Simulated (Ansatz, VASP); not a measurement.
**One calculation of BeH3, two programs**

Contents of INCAR:

```
SYSTEM = BeH3
PREC = Accurate
ENCUT = 600
EDIFF = 1E-6
ISMEAR = 0
SIGMA = 0.1
LREAL = .False.
LASPH = .True.
NELM = 80
ALGO = Normal
ISIF = 3
LWAVE = .False.
LCHARG = .False.
GGA = PE
IBRION = 2
NSW = 90
EDIFFG = -0.04
```

Contents of KPOINTS:

```
regular mesh
0
Gamma
  6 6 6
  0 0 0
```

The input POSCAR:

```
BeH3
1.0
    2.9320737356      0.0000000000      0.0000000000
    0.0000000000      2.9320737356      0.0000000000
    0.0000000000      0.0000000000      2.9320737356
Be H
1 3
Direct
    0.0000000000      0.0000000000      0.0000000000
    0.0000000000      0.5000000000      0.5000000000
    0.5000000000      0.0000000000      0.5000000000
    0.5000000000      0.5000000000      0.0000000000
```

Input for Ansatz:

```yaml
crystal:
  lattice:
    - [2.9320737356, 0.0, 0.0]
    - [0.0, 2.9320737356, 0.0]
    - [0.0, 0.0, 2.9320737356]
  atoms:
    - { symbol: Be, position: [0.0, 0.0, 0.0] }
    - { symbol: H, position: [0.0, 0.5, 0.5] }
    - { symbol: H, position: [0.5, 0.0, 0.5] }
    - { symbol: H, position: [0.5, 0.5, 0.0] }
basis:
  ecutwfc: 420
kpoints:
  mp_grid: { grid: [6, 6, 6] }
hamiltonian:
  xc: pbe
scf:
  occupations: { method: gaussian, width: 0.1 }
  lower_state_search: "off"
output:
  forces: true
  stress: true
  eigenvalues: true
relax:
  adjacent_minimum: "off"
  f_tol: 0.04
  max_steps: 70
  cell: { stress_tol: 0.4 }
```

Alike in both runs: task relaxation of cell and atoms; functional PBE; k mesh 6 × 6 × 6; occupations gaussian, width 0.1 eV; no spin polarisation.

|  | VASP | Ansatz |
| --- | --- | --- |
| version | VASP 6.6.1 | Ansatz 0.2.0 |
| potentials or method | VASP PAW PBE potentials, release 64 (Be, H) | scalar-relativistic, plane waves, PAW |
| plane-wave cutoff (eV) | 600 | 420 |
| valence electrons in the cell | 5 | 5 |

Ansatz gave:

| Item | Value |
| --- | --- |
| gap on the k mesh at the Fermi level, each at its own relaxed structure (eV) | none |
| relaxed volume (Å³/atom) | 4.24 |
| relaxed cell length with the largest relative difference (Å) | 2.570 |
| energy change over the relaxation (meV/atom) | -198 |

Problem. Which values does VASP return?

Solution. gap on the k mesh at the Fermi level, each at its own relaxed structure (eV): none; relaxed volume (Å³/atom): 4.24; relaxed cell length with the largest relative difference (Å): 2.569; energy change over the relaxation (meV/atom): -197.

A gap of «none» marks a metal or a gap that the smearing closes.

Caveats: the volume moved by over 15 % at a fixed basis, so the end points are rough (VASP).
